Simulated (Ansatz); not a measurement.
Input of an Ansatz 0.2.0 run:

Contents of input.yaml:

```yaml
crystal:
  lattice:
    - [-1.555901, 2.675003, 2.893313]
    - [1.555901, -2.675003, 2.893313]
    - [1.555901, 2.675003, -2.893313]
  atoms:
    - { symbol: Sb, position: [0.5, 0.5, 0.0] }
    - { symbol: Ga, position: [0.0, 0.0, 0.0] }
kpoints:
  mp_grid: { grid: [10, 10, 10] }
scf:
  occupations: { method: fermi_dirac, width: 0.05 }
hamiltonian:
  xc: pbe
  pseudopotentials: { kind: all_electron, lapw: { basis_error: 0.001 } }
output:
  forces: true
  stress: true
relax:
  f_tol: 0.005
  max_steps: 60
  cell: {}
```

Potentials or basis: all-electron LAPW, scalar-relativistic.

Run with:

```console
$ ansatz run input.yaml --threads 1 --pin off --max-ram 3072MiB --backend cpu --events-out ev --progress --plain --runs-dir out
```

What does it give for the relaxed volume?

24.02 Å³/atom.

What does it give for the relaxed cell?

a = 4.207 Å, b = 4.207 Å, c = 4.207 Å, α = 135.60°, β = 102.74°, γ = 93.73°.

What does it give for the space group after relaxing (to 0.05 Å)?

Immm (No. 71).

The path:
```
step  energy change (eV)  largest force (eV/Å)  volume (Å³)
   1              0.0000                0.0000        48.17
   2             -0.0032                0.0000        48.10
   3             -0.0037                0.0000        48.05
   4             -0.0040                0.0000        48.06
   5             -0.0040                0.0000        48.03
   6             -0.0040                0.0000        48.03
```

The run has no spin-orbit coupling, so splittings on Sb are missing.
